Why does the same silicon carbide crystal come out larger and softer when the description of electron exchange and correlation is changed? The atoms, their arrangement and the number of valence electrons stay the same. What changes is how strongly the calculated electron energy favours a more open crystal, and in most rows the pseudopotentials change too.

Plane-wave DFT with Quantum ESPRESSO 7.5 for SiC (F-43m, 2-atom cell), without spin polarisation, spin–orbit coupling or an added dispersion correction. Volumes and moduli come from equation-of-state fits to energies at seven volumes from 9.73 to 10.97 Å³/atom, with a 10 × 10 × 10 k-point mesh and Fermi–Dirac smearing of 0.05 eV.

```
 functional                        potentials  wave cutoff  density cutoff  equilibrium volume (Å³/atom)  bulk modulus (GPa)  bulk modulus slope
        LDA  PseudoDojo-0.4.1-SR-LDA-standard   1115.67 eV      4462.67 eV                        10.117              228.20               3.870
        PBE           SSSP-1.3-efficiency-PBE   748.313 eV      5986.51 eV                        10.514              212.90               3.930
     PBEsol                   GBRV-1.5-PBEsol   612.256 eV      4898.05 eV                        10.340              221.40               3.900
   BEEF-vdW  PseudoDojo-0.4.1-SR-PBE-standard   1115.67 eV      4462.67 eV                        10.377              213.90               3.920
rev-vdW-DF2  PseudoDojo-0.4.1-SR-PBE-standard   1115.67 eV      4462.67 eV                        10.500              212.40               3.890
```

**What happens**

From LDA through PBEsol to PBE, the equilibrium volume grows and the bulk modulus, the resistance to uniform compression, falls. PBE gives a volume 3.9% above that of LDA and a modulus 15 GPa lower. rev-vdW-DF2 lands almost on top of PBE, too close to rank because the two rows use different potentials. BEEF-vdW breaks the pattern: it has nearly the volume of PBEsol but nearly the modulus of PBE. BEEF-vdW and rev-vdW-DF2 contain van der Waals correlation themselves, without a separate correction.

**Why the crystal expands**

LDA treats the electrons around each point as part of a uniform gas. PBE and PBEsol also respond to how fast the density varies, and their exchange energy drops further where the density is uneven. Pulling the atoms apart thins the density between them and makes it more uneven, so this extra energy gain favours expansion. The gradient term in correlation is expected to cancel part of this gain. What remains acts like an outward push on the crystal.

The calculated stresses show the size of this push. At the volume of the given cell, the pressure in PBE is 8.4 GPa higher than in LDA, and the crystal expands until its own stiffness balances the difference. PBEsol has weaker gradient terms in both exchange and correlation, and its net push is 56% of PBE's. The potentials change along with the functional, so part of each push may come from them; no run here separates the two.

rev-vdW-DF2 has nearly the push of PBE, although its exchange responds to small density gradients about as weakly as that of PBEsol. Correlation is the expected reason. In place of a gradient term like that of PBE or PBEsol it has a non-local term, which should cancel less of the push from exchange. The use of potentials made for PBE may also contribute.

**Why it softens less than its size suggests**

Stretched bonds resist further compression less, so a larger cell should be softer. A simple estimate takes the LDA crystal and expands it to the PBE volume. The bulk modulus slope B′ says how fast the modulus B changes with pressure. If B′ stays constant, B varies with volume V as B = B₀(V₀/V)^B′, where B₀ and V₀ are the equilibrium values. With the LDA values this gives

B = 228.2 GPa × (10.117/10.514)^3.87 ≈ 197 GPa.

PBE itself gives 213 GPa, so volume alone predicts about twice the softening that occurs. The PBE modulus did not enter the estimate; only the PBE volume did. The missing stiffness comes from the push, which weakens as the crystal opens. It must vanish in the end, because once the atoms are far apart, further separation brings no more gradient energy; that it already fades near equilibrium is read from the stresses.

A fading push adds stiffness because compression meets a growing outward pressure. Over the scanned volumes, a range of 12% of the given cell, PBE's push drops by 2.1 GPa. Dividing the drop by the range, 2.1/0.12, gives about 18 GPa of added stiffness, close to the 16 GPa that the estimate lacks. A small gap is expected, because the fading is averaged over the whole scan and B′ is held constant. Stresses and moduli describe the same energy curves, so this agreement shows where the stiffness sits, but it is not independent proof of the gradient argument.

**Why BEEF-vdW is out of line**

BEEF-vdW is 7.5 GPa softer than PBEsol, and its slightly larger volume accounts for only about 3 GPa of that. The rest follows from how its push behaves. The push is somewhat stronger than PBEsol's, but across the scan it fades by only 0.9 GPa, against 1.4 GPa for PBEsol. BEEF-vdW therefore gains the expansion with less of the compensating stiffness.

The comparison with rev-vdW-DF2 points to the functional as the likelier cause, since both rows use the same potentials and cutoffs. From BEEF-vdW to rev-vdW-DF2 the volume grows by 1.2%, which along the LDA curve would soften the crystal by about 9 GPa; the calculated drop is 1.5 GPa. These potentials were made for PBE, however, and the two functionals may not suffer equally from that mismatch. A possible reason lies in BEEF-vdW's exchange, a flexible curve fitted to reference data. Unlike the exchange in PBE, PBEsol and rev-vdW-DF2, it is slightly stronger than LDA's even where the density is uniform. That should pull the crystal inward, most strongly when it is compressed, and so make the net outward push fade less on expansion. Its response to density gradients and its correlation, a mix of LDA and PBE plus a non-local term, differ as well and also shape the push. No run here tests these parts on their own.

**What to do about it**

Relax the cell with the functional that will be used for stresses or elastic properties. An LDA cell carried over unchanged into PBE starts under a pressure of roughly 9 GPa, which could be mistaken for a real stress in the material. Nor should a modulus be transferred between functionals by correcting for volume alone: LDA expanded to the volume of any other row is softer than that row, by 7 to 16 GPa. None of this ranks the functionals against experiment, because zero-point motion and thermal expansion are absent.

For a neighbouring crystal such as silicon or diamond, the same reasoning leads one to expect the same order of volumes, LDA below PBEsol below PBE. The size of the expansion depends on both the push and the stiffness that resists it. How much the crystal softens depends also on how quickly the push fades.
